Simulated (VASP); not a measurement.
# TiN (Fm-3m) in VASP: a series of runs

Runs on TiN. Level: PBE. Tasks: relaxation of cell and atoms.

All numbers are computed with VASP 6.6.1; they aren't measurements. Logs are shortened: lines on timing, memory, paths and dates and some standing lists are left out, and cuts for length are marked.

## Step 1: The structure

Symmetry: Fm-3m, No. 225, cubic system. Conventional cell: a = 4.238 Å, b = 4.238 Å, c = 4.238 Å, α = 90.00°, β = 90.00°, γ = 90.00°. Ti (site symmetry m-3m) has 6 N at 2.12 Å as nearest neighbours. Around N (site symmetry m-3m) lie 6 Ti at 2.12 Å.

## Step 2: Relaxation of cell and atoms, PBE

Contents of INCAR:

```
SYSTEM = TiN
PREC = Accurate
ENCUT = 520
EDIFF = 1E-7
ISMEAR = 0
SIGMA = 0.02
LREAL = .False.
LASPH = .True.
NELM = 80
ALGO = Normal
ISIF = 3
LWAVE = .False.
LCHARG = .False.
GGA = PE
IBRION = 2
NSW = 80
EDIFFG = -0.002
AMIX = 0.2
```

Contents of KPOINTS:

```
regular mesh
0
Gamma
  12 12 12
  0 0 0
```

Contents of POSCAR:

```
TiN
1.0
    0.0000000000      2.1190000000      2.1190000000
    2.1190000000      0.0000000000      2.1190000000
    2.1190000000      2.1190000000      0.0000000000
Ti N
1 1
Direct
    0.0000000000      0.0000000000      0.0000000000
    0.5000000000      0.5000000000      0.5000000000
```

Potentials or basis: VASP PAW PBE potentials, release 64 (Ti_sv, N).

Started as:

```sh
cat potpaw_PBE.64/Ti_sv/POTCAR potpaw_PBE.64/N/POTCAR > POTCAR
mpirun -np 1 vasp_std > vasp.out
```

OUTCAR:

```text
SYSTEM = TiN
   PREC = Accurate
   ENCUT = 520
   EDIFF = 1E-7
   ISMEAR = 0
   LREAL = .False.
   LASPH = .True.
   NELM = 80
   ISIF = 3
   GGA = PE
   IBRION = 2
   NSW = 80
   EDIFFG = -0.002
   AMIX = 0.2

 ion  position               nearest neighbor table
   1  0.000  0.000  0.000-   2 2.12   2 2.12   2 2.12   2 2.12   2 2.12   2 2.12
   2  0.500  0.500  0.500-   1 2.12   1 2.12   1 2.12   1 2.12   1 2.12   1 2.12

  LATTYP: Found a face centered cubic cell.
 ALAT       =     4.2380000000

  Lattice vectors:

 A1 = (   0.0000000000,   2.1190000000,   2.1190000000)
 A2 = (   2.1190000000,   0.0000000000,   2.1190000000)
 A3 = (   2.1190000000,   2.1190000000,   0.0000000000)

Analysis of symmetry for initial positions (statically):
=====================================================================
 Subroutine PRICEL returns:
 Original cell was already a primitive cell.

 Routine SETGRP: Setting up the symmetry group for a
 face centered cubic supercell.

 Subroutine GETGRP returns: Found 48 space group operations
 (whereof 48 operations were pure point group operations)
 out of a pool of 48 trial point group operations.

The static configuration has the point symmetry O_h .

Analysis of symmetry for dynamics (positions and initial velocities):
=====================================================================
 Subroutine PRICEL returns:
 Original cell was already a primitive cell.

 Routine SETGRP: Setting up the symmetry group for a
 face centered cubic supercell.

 Subroutine GETGRP returns: Found 48 space group operations
 (whereof 48 operations were pure point group operations)
 out of a pool of 48 trial point group operations.

The dynamic configuration has the point symmetry O_h .

 Subroutine INISYM returns: Found 48 space group operations
 (whereof 48 operations are pure point group operations),
 and found     1 'primitive' translations

----------------------------------------------------------------------------------------

                                     Primitive cell

  volume of cell :      19.0293

  direct lattice vectors                    reciprocal lattice vectors
     0.000000000  2.119000000  2.119000000    -0.235960359  0.235960359  0.235960359
     2.119000000  0.000000000  2.119000000     0.235960359 -0.235960359  0.235960359
     2.119000000  2.119000000  0.000000000     0.235960359  0.235960359 -0.235960359

  length of vectors
     2.996718539  2.996718539  2.996718539     0.408695330  0.408695330  0.408695330

  position of ions in fractional coordinates (direct lattice)
     0.000000000  0.000000000  0.000000000
     0.500000000  0.500000000  0.500000000

  ion indices of the primitive-cell ions
   primitive index   ion index
                 1           1
                 2           2

----------------------------------------------------------------------------------------

 KPOINTS: regular mesh

Automatic generation of k-mesh.
 Grid dimensions read from file:
 generate k-points for:   12   12   12

 Generating k-lattice:

  Cartesian coordinates                     Fractional coordinates (reciprocal lattice)
    -0.019663363  0.019663363  0.019663363     0.083333333  0.000000000  0.000000000
     0.019663363 -0.019663363  0.019663363     0.000000000  0.083333333  0.000000000
     0.019663363  0.019663363 -0.019663363     0.000000000  0.000000000  0.083333333

  Length of vectors
     0.034057944  0.034057944  0.034057944

  Shift w.r.t. Gamma in fractional coordinates (k-lattice)
     0.000000000  0.000000000  0.000000000

 Subroutine IBZKPT returns following result:
 ===========================================

 Found     72 irreducible k-points:

 Following reciprocal coordinates:
            Coordinates               Weight
  0.000000  0.000000  0.000000      1.000000
  0.083333  0.000000  0.000000      8.000000
  0.166667  0.000000  0.000000      8.000000
  0.250000  0.000000  0.000000      8.000000
  0.333333  0.000000  0.000000      8.000000
  0.416667  0.000000  0.000000      8.000000
[... 16 lines left out ...]
  0.500000  0.166667  0.000000     24.000000
 -0.416667  0.166667  0.000000     24.000000
 [... further k-points ...]
   k-points           NKPTS =     72   k-points in BZ     NKDIM =     72   number of bands    NBANDS=     12
   number of dos      NEDOS =    301   number of ions     NIONS =      2
   total plane-waves  NPLWV =  13824
   dimension x,y,z NGX =    24 NGY =   24 NGZ =   24
   dimension x,y,z NGXF=    48 NGYF=   48 NGZF=   48
   ions per type =               1   1
   NGX,Y,Z   is equivalent  to a cutoff of  13.31, 13.31, 13.31 a.u.
   NGXF,Y,Z  is equivalent  to a cutoff of  26.63, 26.63, 26.63 a.u.
 SYSTEM =  TiN
   PREC   = accura    normal or accurate (medium, high low for compatibility)
   ISTART =      0    job   : 0-new  1-cont  2-samecut
   ICHARG =      2    charge: 1-file 2-atom 10-const
   ISPIN  =      1    spin polarized calculation?
   LNONCOLLINEAR =      F non collinear calculations
   LSORBIT =      F    spin-orbit coupling
   LASPH  =      T    aspherical Exc in radial PAW
   ENCUT  =  520.0 eV  38.22 Ry    6.18 a.u.   5.57  5.57  5.57*2*pi/ulx,y,z
   NELM   =     80;   NELMIN=  2; NELMDL= -5     # of ELM steps
   EDIFF  = 0.1E-06   stopping-criterion for ELM
   LREAL  =      F    real-space projection
   EDIFFG = -.2E-02   stopping-criterion for IOM
   NSW    =     80    number of steps for IOM
   IBRION =      2    ionic relax: 0-MD 1-quasi-New 2-CG
   NFREE  =      1    steps in history (QN), initial steepest desc. (CG)
   ISIF   =      3    stress and relaxation
   ISYM   =      2    0-nonsym 1-usesym 2-fastsym
   POTIM  = 0.5000    time-step for ionic-motion
   TEBEG  =    0.0;   TEEND  =   0.0 temperature during run
   PSTRESS=    0.0 pullay stress
   NELECT =      17.0000    total number of electrons
   NUPDOWN=      -1.0000    fix difference up-down
   EMIN   =  10.00;   EMAX   =-10.00  energy-range for DOS
   EFERMI =   0.00;   METHOD = LEGACY
   ISMEAR =     0;   SIGMA  =   0.02  broadening in eV -4-tet -1-fermi 0-gaus
   EFERMI_NEDOS =   21; number of points for ismear=-14 and -15
   IALGO  =     38    algorithm
   IMIX   =      4    mixing-type and parameters
     AMIX     =   0.20;   BMIX     =  1.00
     AMIX_MAG =   0.80;   BMIX_MAG =  1.00
  volume/ion in A,a.u.               =       9.51        64.21
  Fermi-wavevector in a.u.,A,eV,Ry     =   1.576704  2.979539 33.824024  2.485996
  Thomas-Fermi vector in A             =   2.677497
   LORBIT       =      0    0 simple, 1 ext, 2 COOP (PROOUT), +10 PAW based schemes
   GGA     = PE    functional components
   LHFCALC =     F    Hartree Fock is set to
   AEXX    =    0.0000 exact exchange contribution
   IVDW    =     0    specifies the selected vdW correction
   LEPSILON=     F    determine dielectric tensor
   LRPA    =     F    only Hartree local field effects (RPA)
 conjugate gradient relaxation of ions
 non-spin polarized calculation
 Gauss-broadening in eV      SIGMA  =   0.02
  energy-cutoff  :      520.00
  volume of cell :       19.03
 maximum number of plane-waves:       532
 NGX is ok and might be reduce to    24
   NGX = 11   NGY = 11   NGZ = 11

--------------------------------------- Ionic step        1  -------------------------------------------

 number of electron      17.0000002 magnetization

 Free energy of the ion-electron system (eV)
  ---------------------------------------------------
  ext. energy  EPLUGINS =         0.00000000
  ---------------------------------------------------
  free energy    TOTEN  =       -19.63652460 eV

  energy without entropy =      -19.63611630  energy(sigma->0) =      -19.63632045

------------------------ aborting loop because EDIFF is reached ----------------------------------------

  FORCE on cell =-STRESS in cart. coord.  units (eV):
  Direction    XX          YY          ZZ          XY          YZ          ZX
  --------------------------------------------------------------------------------------
  -------------------------------------------------------------------------------------
  Total        0.2722726      0.2722726      0.2722726     -0.0000000     -0.0000000      0.0000000
  in kB       22.9240644     22.9240644     22.9240644     -0.0000000     -0.0000000      0.0000000
  external PRESSURE =      22.9240644 kB  Pullay stress =       0.0000000 kB

 VOLUME and BASIS-vectors are now :
 -----------------------------------------------------------------------------
  energy-cutoff  :      520.00
  volume of cell :       19.03
      direct lattice vectors                 reciprocal lattice vectors
     0.000000000  2.119000000  2.119000000    -0.235960359  0.235960359  0.235960359
     2.119000000  0.000000000  2.119000000     0.235960359 -0.235960359  0.235960359
     2.119000000  2.119000000  0.000000000     0.235960359  0.235960359 -0.235960359
[... 37 lines left out ...]
 POSITION                                       TOTAL-FORCE (eV/Angst)
 -----------------------------------------------------------------------------------
      2.13292      0.00000      2.13292        -0.000000     -0.000000      0.000000
      2.13292      2.13292      2.13292         0.000000      0.000000     -0.000000
 -----------------------------------------------------------------------------------
    total drift:                                0.000000     -0.000000     -0.000000

  FREE ENERGIE OF THE ION-ELECTRON SYSTEM (eV)
  ---------------------------------------------------
  free  energy   TOTEN  =       -19.6352611352 eV

  energy  without entropy=      -19.6348488883  energy(sigma->0) =      -19.63505501

--------------------------------------- Ionic step        3  -------------------------------------------

 number of electron      17.0000002 magnetization

 Free energy of the ion-electron system (eV)
  ---------------------------------------------------
  ext. energy  EPLUGINS =         0.00000000
  ---------------------------------------------------
  free energy    TOTEN  =       -19.63754846 eV

  energy without entropy =      -19.63713852  energy(sigma->0) =      -19.63734349

 E-fermi :  11.3237     XC(G=0): -12.9920

 val. band max:       11.3186664415   @ k =   0.5000   0.2500   0.0833
 cond. band min:      11.3288641921   @ k =   0.1667   0.0000   0.0000
 fundamental gap:      0.0101977505
 Fermi energy:        11.3237009354

 k-point     1 :       0.0000    0.0000    0.0000
  band No.  band energies     occupation
      1     -46.5064      2.00000
      2     -22.4892      2.00000
      3     -22.4892      2.00000
      4     -22.4892      2.00000
      5      -5.6913      2.00000
      6       9.3421      2.00000
      7       9.3421      2.00000
      8       9.3421      2.00000
      9      10.7648      2.00000
     10      10.7648      2.00000
     11      10.7648      2.00000
     12      11.9463      0.00000

 k-point     2 :       0.0833    0.0000    0.0000
  band No.  band energies     occupation
      1     -46.5001      2.00000
      2     -22.5335      2.00000
      3     -22.4929      2.00000
      4     -22.4929      2.00000
      5      -5.5579      2.00000
      6       8.6181      2.00000
      7       8.8076      2.00000
      8       8.8076      2.00000
      9      10.9498      2.00000
     10      10.9498      2.00000
     11      11.1134      2.00000
     12      12.5192      0.00000
[... 316 lines left out ...]
 k-point    24 :      -0.4167    0.1667    0.0000
  band No.  band energies     occupation
      1     -46.4028      2.00000
      2     -23.0512      2.00000
      3     -22.6536      2.00000
      4     -22.5662      2.00000
      5      -3.4513      2.00000
      6       3.9202      2.00000
      7       5.9681      2.00000
      8       6.1286      2.00000
      9      12.6212      0.00000
     10      12.9401      0.00000
     11      13.4534      0.00000
     12      15.7956      0.00000

 [... further k-points ...]

------------------------ aborting loop because EDIFF is reached ----------------------------------------

  FORCE on cell =-STRESS in cart. coord.  units (eV):
  Direction    XX          YY          ZZ          XY          YZ          ZX
  --------------------------------------------------------------------------------------
  -------------------------------------------------------------------------------------
  Total        0.0015100      0.0015100      0.0015100     -0.0000000     -0.0000000     -0.0000000
  in kB        0.1261428      0.1261428      0.1261428     -0.0000000     -0.0000000     -0.0000000
  external PRESSURE =       0.1261428 kB  Pullay stress =       0.0000000 kB

 VOLUME and BASIS-vectors are now :
 -----------------------------------------------------------------------------
  energy-cutoff  :      520.00
  volume of cell :       19.18
      direct lattice vectors                 reciprocal lattice vectors
    -0.000000000  2.124524958  2.124524958    -0.235346729  0.235346729  0.235346729
     2.124524958  0.000000000  2.124524958     0.235346729 -0.235346729  0.235346729
     2.124524958  2.124524958  0.000000000     0.235346729  0.235346729 -0.235346729

 POSITION                                       TOTAL-FORCE (eV/Angst)
 -----------------------------------------------------------------------------------
      0.00000      0.00000      0.00000         0.000000     -0.000000     -0.000000
      2.12452      2.12452      2.12452        -0.000000      0.000000      0.000000
 -----------------------------------------------------------------------------------
    total drift:                                0.000000     -0.000000     -0.000000

  FREE ENERGIE OF THE ION-ELECTRON SYSTEM (eV)
  ---------------------------------------------------
  free  energy   TOTEN  =       -19.6375484572 eV

  energy  without entropy=      -19.6371385206  energy(sigma->0) =      -19.63734349

 reached required accuracy - stopping structural energy minimisation
```

It took 25 s on 1 thread of Intel Xeon Platinum 8488C (Sapphire Rapids), shared host; peak memory 0.15 GiB.

What came out:

| Property | Result |
| --- | --- |
| Free energy | -19.6375 eV |
| Relaxed volume | 9.59 Å³/atom |
| Relaxed cell | a = 3.005 Å, b = 3.005 Å, c = 3.005 Å, α = 60.00°, β = 60.00°, γ = 60.00° |
| Space group after relaxing (to 0.05 Å) | Fm-3m (No. 225) |
| Energy gained by relaxing | 0.5 meV/atom |
| Ionic steps | 3 |
| Pressure after relaxing | 0.0 GPa |
| Band gap on the k mesh | none (metal or under the smearing width) |

Step by step:
| step | energy change (eV) | largest force (eV/Å) | pressure (GPa) | volume (Å³) |
| --- | --- | --- | --- | --- |
| 1 | 0.0000 | 0.0000 | 2.29 | 19.03 |
| 2 | 0.0013 | 0.0000 | -3.17 | 19.41 |
| 3 | -0.0010 | 0.0000 | 0.01 | 19.18 |

Final structure:
```
Ti N
1.0
     0.00000    2.12452    2.12452
     2.12452    0.00000    2.12452
     2.12452    2.12452    0.00000
Ti N
1 1
Direct
  0.00000 0.00000 0.00000
  0.50000 0.50000 0.50000
```

Levels at points of the mesh, in eV from the Fermi level:
```tsv
k point	band 7	band 8	band 9	band 10	band 11	band 12
(0.00, 0.00, 0.00)	-1.98	-1.98	-0.56	-0.56	-0.56	0.62
(0.50, 0.00, 0.00)	-5.40	-5.40	1.72	1.72	2.38	5.74
(0.50, 0.50, 0.00)	-3.17	-3.17	-2.99	1.67	2.41	2.41
```

PBE usually gives volumes a little too large and moduli too small. Zero-point motion and thermal expansion aren't in these numbers.

## Step 3: Relaxation of cell and atoms, PBE

This run uses another cell than the first one, of 9.59 Å³/atom, 1.008 times its volume.

INCAR is that of step 2.

KPOINTS is that of step 2.

Contents of POSCAR:

```
TiN                                     
1.0
   -0.0000000000      2.1245249580      2.1245249580
    2.1245249580      0.0000000000      2.1245249580
    2.1245249580      2.1245249580      0.0000000000
  Ti              N             
     1     1
Direct
     0.0000000000000000    0.0000000000000000    0.0000000000000000
     0.5000000000000000    0.5000000000000000    0.5000000000000000
```

Potentials or basis: VASP PAW PBE potentials, release 64 (Ti_sv, N).

Started as:

```sh
cat potpaw_PBE.64/Ti_sv/POTCAR potpaw_PBE.64/N/POTCAR > POTCAR
mpirun -np 1 vasp_std > vasp.out
```

Run time: 20 s. Hardware: 1 thread of Intel Xeon Platinum 8488C (Sapphire Rapids), shared host; peak memory 0.15 GiB.

It converged, with:

```yaml
Free_energy: -19.6377 eV
Relaxed_volume: 9.59 Å³/atom
Relaxed_cell: a = 3.005 Å, b = 3.005 Å, c = 3.005 Å, α = 60.00°, β = 60.00°, γ = 60.00°
Space_group_after_relaxing_to_0.05_Å: Fm-3m (No. 225)
Energy_gained_by_relaxing: 0.0 meV/atom
Ionic_steps: 3
Pressure_after_relaxing: 0.0 GPa
Band_gap_on_the_k_mesh: none (metal or under the smearing width)
```

Final structure:
```
Ti N
1.0
     0.00000    2.12463    2.12463
     2.12463    0.00000    2.12463
     2.12463    2.12463    0.00000
Ti N
1 1
Direct
  0.00000 0.00000 0.00000
  0.50000 0.50000 0.50000
```

Levels at points of the mesh, in eV from the Fermi level:
```csv
k point,band 5,band 6,band 7,band 8,band 9,band 10,band 11,band 12
"(0.00, 0.00, 0.00)",-17.01,-1.98,-1.98,-1.98,-0.56,-0.56,-0.56,0.62
"(0.50, 0.00, 0.00)",-14.58,-7.99,-5.40,-5.40,1.72,1.72,2.38,5.74
"(0.50, 0.50, 0.00)",-15.61,-5.76,-3.17,-3.17,-2.99,1.67,2.41,2.41
```
